## Why does titanium resist a basal slide most strongly so long before the energy reaches its top?

I am looking at a calculation in which one part of a titanium crystal slides rigidly over the next along a basal plane. The slip is given as a fraction of one full lattice step, so the crystal would be perfect again at 1. The fault energy is the energy cost per area of the cut, and the shear traction is its slope along the slip.

Rigid, unrelaxed slide of hcp titanium (a = 2.938 Å, c = 4.651 Å) on the basal plane along cell vector a, with one fault per six-atom cell. Fault energies are free energies relative to the undisturbed crystal, computed with Ansatz 0.2.0 (PBE, plane-wave PAW, scalar-relativistic, no spin polarisation, 420 eV cutoff, 23×23×5 k mesh, 0.15 eV Gaussian smearing).

```csv
slip (fraction of the slip vector),fault energy (mJ/m²),shear traction (GPa (slope of the fault energy along the slip))
0,0.0,0.000
0.1,68.7,4.540
0.2,246.2,7.000
0.3,443.6,5.910
0.4,583.7,3.560
0.5,639.2,0.000
```

The energy climbs all the way to the halfway point, yet the traction is largest at 0.2, where the energy has reached only 39 % of its top. To confuse me further, the biggest jump in energy comes after that, between 0.2 and 0.3. I had imagined atoms bumping into each other harder and harder until they pass. Why does the resistance fade while the energy is still rising, and may I take the value at 0.5 as the stacking-fault energy, or as the barrier to slip?

### Answer

The energy is the work already done, while the traction is the effort needed for the next small bit of sliding. On a walk over a hill, the steepest stretch lies on the flank and the summit is level. That much holds for any smooth barrier. What this alone does not settle is how early the steep stretch comes, and for that it helps to follow one atom at the cut. The computed forces justify this: in the rows from 0.1 to 0.4, the atoms facing the cut carry 93 to 96 % of the traction.

**An atom leaving its hollow**

Before the slide, each such atom sits in a hollow formed by three atoms of the opposite face, all 2.88 Å away. A slide along the lattice step treats these three contacts differently. At 0.1, one has shortened to 2.74 Å, another has stretched to 3.04 Å, and the third has hardly changed. The atom is therefore squeezed on one side and stretched on the other.

This is why the energy starts slowly. To first order in the slip, the shortening of one contact is matched by the stretching of the other, and their energy changes cancel. What remains grows with the square of the slip, so doubling a small slip should cost about four times the energy. From 0.1 to 0.2 the energy grows by a factor of 3.6, so the curve is already bending away from its parabolic start.

The forces don't cancel in the same way. The squeezed contact pushes the atom back and up, away from the opposite face. The stretched contact pulls it back and down. The two "back" parts add up, while "up" and "down" largely cancel. A small slide thus meets strong resistance along the slip at once, but only a weak force that drives the faces apart.

The computed forces bear this out. At 0.1, the force on a face atom along the slip is 3.3 times the force normal to the cut. A push along the shortest contact alone would give a ratio of only 0.5, because that contact stands rather steeply. Something else must hold the atom back without lifting it, and the stretched contact is the natural candidate. The ratio alone can't tell a pull from a forward push that is being lost. By symmetry the force along the slip starts in proportion to the slip and the normal force with its square, whatever the bonding. Bonding in a metal is not truly a sum of separate contacts, so this division is a way to picture the forces, not something the calculation splits up.

**Why the resistance then fades**

Your picture of atoms pressing harder and harder is right for the direction across the cut. The force pushing the faces apart grows in every row up to 0.5. At 0.2, where the traction is largest in the table, this force has reached only a third of its final size. The strongest squeeze and the strongest resistance to sliding therefore belong to different stages of the slide.

Part of the reason is the direction of the short contact. As the atom moves forward, it draws level with the atom that it is passing, and the contact between them turns away from the slip direction. A hard push then has little of its strength directed against the slide. The distances show the same thing: the first tenth of the slip shortens this contact by 0.14 Å, the last tenth before halfway by only 0.02 Å.

The turning alone does not explain the first fall in traction, from 0.2 to 0.3. There the push apart nearly doubles, while the lean of the short contact towards the slip drops by only a third. If this contact supplied the whole push, its part along the slip would still grow. This suggests that another part of the resistance is fading by then, and I come back to it below.

At 0.5, the two atoms are exactly level along the slip direction. The third contact has stretched to 3.23 Å, and a new neighbour ahead has come to the same distance, so their pulls along the slip balance. Symmetry makes the zero exact: positions equally far before and after the halfway point, such as 0.4 and 0.6, are equivalent, so the energy curve must be level there. The slid crystals have less symmetry than the undisturbed one, but the halfway position keeps enough for this argument.

**The largest jump in energy**

The jump between two rows measures the average slope over the interval, not the slope at either end. Between 0.1 and 0.2 the traction starts at only 4.54 GPa and has to build up. Between 0.2 and 0.3 it starts at its largest tabulated value and still stands at 5.91 GPa at the end. The second interval therefore collects more energy, although the resistance is already past its best at 0.3. The true maximum probably lies slightly beyond 0.2, since the traction at 0.3 is still well above that at 0.1.

**How far a simple wave takes you**

The energy must return to zero after a full step and look the same from both ends. The simplest smooth curve that does so is Frenkel's wave,

$$\gamma(x)=\gamma_{\rm top}\,\sin^2(\pi x),$$

where $\gamma$ is the fault energy, $x$ the slip and $\gamma_{\rm top}$ the fault energy at 0.5. The distance actually travelled is $bx$, with $b$ the length of the lattice step. The traction $\tau$ is the slope with respect to that distance:

$$\tau(x)=\frac{1}{b}\frac{d\gamma}{dx}=\frac{\pi\gamma_{\rm top}}{b}\,\sin(2\pi x).$$

Its largest value comes at a quarter of the step, where the last sine equals one. With the top energy from the table and a lattice step of 2.938 Å,

$$\tau_{\max}=\frac{\pi\times 0.6392\ \mathrm{J/m^2}}{2.938\times10^{-10}\ \mathrm{m}}\approx 6.8\ \mathrm{GPa}.$$

The largest traction in the table is 7.0 GPa. The height of the barrier and the length of the step thus account for most of the strength of the resistance. The top energy went into the estimate, so agreement at 0.5 is no test; the tractions in between are.

Those tractions show where the wave falls short. It is symmetric about a quarter of the step, so it would give equal tractions at 0.2 and 0.3, and again at 0.1 and 0.4. In the calculation the earlier row of each pair is larger, by about 1 GPa in both cases. Titanium resists more at the start of the climb and less near the top than the plain wave does.

The contacts suggest a reason for this lean towards the start. In this picture the stretched contact supplies much of the early resistance. Its pull grows at first, but should fade once the contact has become long enough: it is 3.2 Å long at 0.2 and 3.8 Å at 0.5. The short contact pushes harder in the meantime, but it is turning out of the slip direction. I think the loss of the early pull is what shifts the maximum towards the start of the slide, and the forces point the same way. If the short contact is credited with the whole push across the cut, the force along the slip that is left over is about 0.17, 0.22, 0.14 and 0.07 eV/Å in the rows from 0.1 to 0.4. It peaks at 0.2 and then falls quickly. Assigning this remainder to the stretched contact is still an interpretation, since the calculation gives only the total force on each atom.

**What the value at 0.5 is, and what it isn't**

It is the top of this one straight line, with the atoms held in place. It is not the energy of a stable stacking fault, and it is not the barrier of the easiest basal slip either. The traction column records only the force along the slip line, and its zero at 0.5 hides a strong force in the sideways direction, within the plane. On a face atom, this sideways force is nearly as large as the largest force along the slip in any row.

The geometry explains where it comes from. At 0.5 the atom does not sit directly above the one that it passes, but 0.85 Å to the side. The short contact therefore pushes it up and sideways. The ratio of the sideways to the normal force is 0.41, while the direction of the contact alone would give 0.36. At the halfway point, then, the push of a single close neighbour describes the force rather well, which it could not do at the start.

This also marks a limit of the contact picture. Two other neighbours are 3.23 Å away at 0.5, about as far as the stretched contact at 0.2, yet they seem to pull only weakly. If the stretched contact does pull strongly early on, the strength of a pull must depend on the atom's surroundings and not on length alone.

If the crystal were free to move sideways, it would leave the straight line. On the side away from the close neighbour lies another hollow, in which the atoms can settle as a stacking fault. It is well established that basal slip in hexagonal close-packed metals can take this detour, in two shorter moves instead of one long one. To find the fault energy and the barrier that matter for such slip, the path has to run through that second hollow.

Holding the atoms in place also raises the energies along the line itself. The layers keep their original spacing, although at 0.5 each face atom is pushed away from the cut with about 0.75 eV/Å. If the layers could move apart at the same slip, the energy would fall, and most of the strain to be relieved sits near the top. That relaxation was not computed, but the electronic smearing should be a smaller matter: extrapolating it to zero raises the top from 639 to about 663 mJ/m².

For practical use, the 7 GPa describes two perfect crystal halves that slide as rigid blocks, with every atom of the plane moving at once. A real piece of titanium yields at a far lower stress, because dislocations let the slip spread through the plane a little at a time, and in titanium they move most easily on prism planes, not on the basal plane. The number is a measure of how firmly the two faces hold each other along this line, not a design strength.

The same reasoning helps with another slide on a close-packed plane. List the contacts across the cut and see which of them shorten, which stretch, and how each is tilted towards the slip. Contacts that lie well along the slip resist early, while those that stand upright mainly push the layers apart. Then look to either side of the path: if a close neighbour sits on one side and a hollow on the other, a level point on the energy curve is no resting place.
